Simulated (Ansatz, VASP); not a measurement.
One calculation of W, two programs

```
CELL_PARAMETERS angstrom
3.07427 0.00000 0.00000
0.00000 3.07427 0.00000
0.00000 0.00000 25.70916
ATOMIC_POSITIONS crystal
W 0.00000 0.00000 0.56576
W 0.50000 0.50000 0.62587
W 0.00000 0.00000 0.68958
W 0.50000 0.50000 0.74525
```

Alike in both runs: task single point; functional LDA; k mesh 12 × 12 × 1; occupations methfessel-paxton of order 1, width 0.1 eV; no spin polarisation.

|  | VASP | Ansatz |
| --- | --- | --- |
| version | VASP 6.6.1 | Ansatz 0.2.0 |
| potentials or method | VASP PAW LDA potentials, release 64 (W_sv) | scalar-relativistic, plane waves, PAW |
| plane-wave cutoff (eV) | 520 | 420 |
| valence electrons in the cell | 56 | 56 |

|  | VASP | Ansatz | Ansatz less VASP |
| --- | --- | --- | --- |
| gap on the k mesh at the Fermi level (eV) | none | none | - |
| rms of the force components (eV/Å) | 0.577 | 0.603 | +0.0254 |

Atom by atom the forces differ by 0.058 eV/Å (rms over components). A gap of «none» marks a metal or a gap that the smearing closes. Ansatz warned: «pseudo_functional_mismatch».

The runs have no spin-orbit coupling, so splittings on W are missing.
